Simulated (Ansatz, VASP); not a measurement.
## BN in VASP and in Ansatz

```
B N
1.0
     2.63122    0.00000    0.00000
    -1.31561    2.27870    0.00000
     0.00000    0.00000    4.28788
B N
2 2
Direct
  0.66667 0.33333 0.99981
  0.33333 0.66667 0.49981
  0.66667 0.33333 0.62519
  0.33333 0.66667 0.12519
```

Change from the starting cell: strain +0.030 along x and y, +0.015 along z, atoms carried along.

Alike in both runs: task single point; functional PBE; k mesh 12 × 12 × 6; occupations gaussian, width 0.05 eV; no spin polarisation.

```csv
,VASP,Ansatz
version,VASP 6.6.1,Ansatz 0.2.0
potentials or method,"VASP PAW PBE potentials, release 64 (B, N)","scalar-relativistic, plane waves, PAW"
plane-wave cutoff (eV),520,420
valence electrons in the cell,16,16
```

|  | VASP | Ansatz | Ansatz less VASP |
| --- | --- | --- | --- |
| gap on the k mesh at the Fermi level (eV) | 5.35 | 5.36 | +0.015 |
| least direct gap on the mesh (eV) | 7.77 | 7.77 | +0.005 |
| pressure (GPa) | -23.8 | -23.8 | -0.02 |
| largest component of the traceless stress (GPa) | 7.53 | 7.50 | -0.029 |
| rms of the force components (eV/Å) | 0.010 | 0.009 | -0.0003 |

Atom by atom the forces differ by 0.000 eV/Å (rms over components).

Caveats: so large a pressure means that the cell lies far from this level's equilibrium, or that cutoff or potentials fall short (VASP). A k mesh can miss the band edges.
